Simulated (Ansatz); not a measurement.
# ZnS: what the electron mass says about interband coupling

The calculation used Ansatz 0.2.0, DFT PBE, scalar-relativistic, plane waves, PAW.

Cutoff 420 eV; k points 12×12×6 on the computed 4-atom cell (Γ-centred); Gaussian smearing, width 0.02 eV; no spin polarisation.

Relaxed cell: P6_3mc, a = 3.845 Å, b = 3.845 Å, c = 6.305 Å, α = 90.00°, β = 90.00°, γ = 120.00°, 4 atoms in the primitive cell.

The direct gap at Γ is 2.078 eV, and at Γ the conduction band has a mass of 0.1793 mₑ and the lightest hole 0.1733 mₑ, both along y.

**Question.** Use two-band k·p theory to get the Kane energy. As an exercise, what mass follows if the true gap is 1.5 times the computed one (semilocal functionals can miss by more, threefold or worse in zinc and cadmium oxides)?

**Answer.** Coupling to the valence top alone gives mₑ/m* = 1 + E_P/E_g, so E_P = E_g (mₑ/m* − 1) = 2.078 × (5.58 − 1) = 9.5 eV. The light hole is the mirror band, mₑ/mₗₕ = E_P/E_g − 1, and gives 14.1 eV; the spread shows what other bands add. Fits to experiment give about 15 to 31 eV for common tetrahedral semiconductors; the figure from the electron is a net one, lowered by higher conduction bands, and semilocal functionals tend to give less. With E_P fixed and E_g = 3.12 eV the mass becomes 0.247 mₑ: in this model the mass grows with the gap, in proportion where E_P ≫ E_g, which is why functionals that close gaps give light electrons. A correction that opens the gap also strengthens the coupling, so the true mass usually rises less. Remote bands and spin-orbit splitting are left out of the model.